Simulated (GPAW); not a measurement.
Crystal: CsI.

```
Cs I
1.0
     4.56670    0.00000    0.00000
     0.00000    4.56670    0.00000
     0.00000    0.00000    4.56670
Cs I
1 1
Direct
  0.00000 0.00000 0.00000
  0.50000 0.50000 0.50000
```

Base run:

| Property | Result |
| --- | --- |
| Program | GPAW 26.7.0 |
| Functional | LDA |
| Potentials or basis | PAW data sets generated in the run's folder for this functional |
| Cutoff | 600 eV |
| Basis | pw |
| k mesh | 6 × 6 × 6 |
| Occupations | fermi-dirac, width 0.05 eV |
| Spin | no spin polarisation |

Its results: band gap on the k mesh 3.53 eV, indirect (least direct gap 3.62 eV); pressure -1.4 GPa.

Task: After a change of settings the same cell gave: band gap on the k mesh 3.96 eV, indirect (least direct gap 4.05 eV); pressure 2.0 GPa. Which change was it?
A. functional from LDA to RPBE; potentials or basis from PAW data sets generated in the run's folder for this functional to the program's PAW data sets (release 1.2.1) made for this functional
B. functional from LDA to PBEsol; occupations from fermi-dirac, width 0.05 eV to gaussian, width 0.02 eV
C. potentials or basis from PAW data sets generated in the run's folder for this functional to the program's PAW data sets (release 1.2.1) made for this functional; band points from 100 to 80
D. functional from LDA to BLYP

Result: D.

BLYP binds less tightly than LDA, so the same cell stands under more pressure.

Caveats: spin-orbit coupling is left out, which moves the levels of the heavy elements.
